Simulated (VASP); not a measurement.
Write the native input for VASP 6.6.1 that does the following.

| Quantity | Value |
| --- | --- |
| Task | single point |
| Functional | PBEsol |
| Potentials or basis | VASP PAW PBE potentials, release 64 (Ge_d) |
| Cutoff | 520 eV |
| k mesh | 12 × 12 × 6 |
| Occupations | gaussian, width 0.1 eV |
| Spin | no spin polarisation |
| Dipole correction | no |
| Further INCAR settings | ALGO = Fast; EDIFF = 1e-06; NBANDS = 36 |

The structure of Ge lies in POSCAR:

```
Ge
1.0
    4.0017833082      0.0000000000      0.0000000000
   -2.0008916542      3.4656460054      0.0000000000
    0.0000000000      0.0000000000      7.2002513123
Ge
4
Direct
    0.6666666700      0.3333333300      0.1007836083
    0.3333333300      0.6666666700      0.6007836083
    0.6666666700      0.3333333300      0.3992163917
    0.3333333300      0.6666666700      0.8992163917
```

This isn't the form of Ge at room conditions, which is diamond.

The cell isn't the ideal one: strained and moved within the space group.

One way to write it, as run:

INCAR

```
SYSTEM = Ge
PREC = Accurate
ENCUT = 520
EDIFF = 1E-6
ISMEAR = 0
SIGMA = 0.1
LREAL = .FALSE.
LASPH = .TRUE.
NELM = 100
ALGO = Fast
ISIF = 2
LWAVE = .FALSE.
LCHARG = .FALSE.
GGA = PS
NBANDS = 36
```

KPOINTS

```
Automatic mesh
0
G
  12 12 6
  0 0 0
```

Potentials or basis: VASP PAW PBE potentials, release 64 (Ge_d).

The run is started by

```sh
$ cat potpaw_PBE.64/Ge_d/POTCAR > POTCAR
$ mpirun -np 1 vasp_std > vasp.out
```

Results of the run:

The pressure is 0.6 GPa. The largest force is 5.441 eV/Å and the band gap on the k mesh is none (metal or under the smearing width).

Caveat: the PAW data sets were made with another functional, which shifts forces and pressure a little.

Run time: 2.1 min on 1 thread of Intel(R) Xeon(R) 6975P-C (Granite Rapids) (shared host), peak memory 0.33 GiB.
